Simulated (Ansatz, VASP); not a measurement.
SiGe5 in VASP and in Ansatz

```
Si Ge
1.0
     2.91736    0.00000    0.00000
    -1.45868    2.52651    0.00000
     0.00000    0.00000   14.18054
Si Ge
1 5
Direct
  0.00000 0.00000 0.00000
  0.66667 0.33333 0.83533
  0.00000 0.00000 0.66764
  0.66667 0.33333 0.50000
  0.00000 0.00000 0.33236
  0.66667 0.33333 0.16467
```

Change from the starting cell: species swapped into the MgCd5 type (P-6m2, No. 187).

Alike in both runs: task single point; functional PBE; k mesh 6 × 6 × 2; occupations gaussian, width 0.1 eV; no spin polarisation.

```csv
,VASP,Ansatz
version,VASP 6.6.1,Ansatz 0.2.0
potentials or method,"VASP PAW PBE potentials, release 64 (Si, Ge_d)","scalar-relativistic, plane waves, PAW"
plane-wave cutoff (eV),520,420
valence electrons in the cell,74,74
```

```tsv
	VASP	Ansatz	Ansatz less VASP
gap on the k mesh at the Fermi level (eV)	none	none	-
pressure (GPa)	5.9	5.9	-0.04
largest component of the traceless stress (GPa)	2.99	3.00	0.000
rms of the force components (eV/Å)	0.148	0.147	-0.0009
```

Atom by atom the forces differ by 0.001 eV/Å (rms over components). A gap of «none» marks a metal or a gap that the smearing closes. The functional is the same, so the differences come from potentials, cutoffs and numerics.

Caveats: the k mesh is coarse (spacing up to 0.41 Å⁻¹), so the values aren't converged.
